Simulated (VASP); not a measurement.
# BP under changes of volume

One of the cells (11.915 Å³/atom); the others are scaled copies at fixed shape and fractional positions:

```xyz
2
Lattice="0.0000 2.2840 2.2840 2.2840 0.0000 2.2840 2.2840 2.2840 0.0000" Properties=species:S:1:pos:R:3 pbc="T T T"
P     3.4260    3.4260    3.4260
B     0.0000    0.0000    0.0000
```

* Program: VASP 6.6.1
* Functional: PBE
* Potentials or basis: VASP PAW PBE potentials, release 64 (P, B)
* Cutoff: 520 eV
* k mesh: 10 × 10 × 10
* Occupations: fermi-dirac, width 0.05 eV
* Spin: no spin polarisation

```csv
volume (Å³/atom),energy over the lowest point (meV/atom),pressure (GPa),gap on the mesh (eV)
10.981,?,?,?
11.214,12.21,8.2,1.18
11.448,2.98,4.4,1.21
11.915,0.00,-2.3,1.27
12.149,5.30,-5.1,1.29
12.383,14.61,-7.7,1.32
```

Task: What does the run at 10.981 Å³/atom give?

Result: Energy over the lowest point 27.27 meV/atom; pressure 12.4 GPa; gap on the mesh 1.15 eV.

Worked out: A Birch-Murnaghan fit of order 3 (a polynomial in V^(-2/3)) to the other rows has its minimum at 11.75 Å³/atom with B0 = V·E''(V) = 161 GPa and B' = 3.8. It gives 27.22 meV/atom at 10.981 Å³/atom, against the run's 27.27, and -dE/dV = 12.5 GPa, against 12.4. A straight line through the other rows of the gap, of slope 1.4 eV per unit of ln V, extrapolates to 1.15 eV, against the run's 1.15.

Energies are extrapolated to zero smearing.

A mesh can miss the band edges.
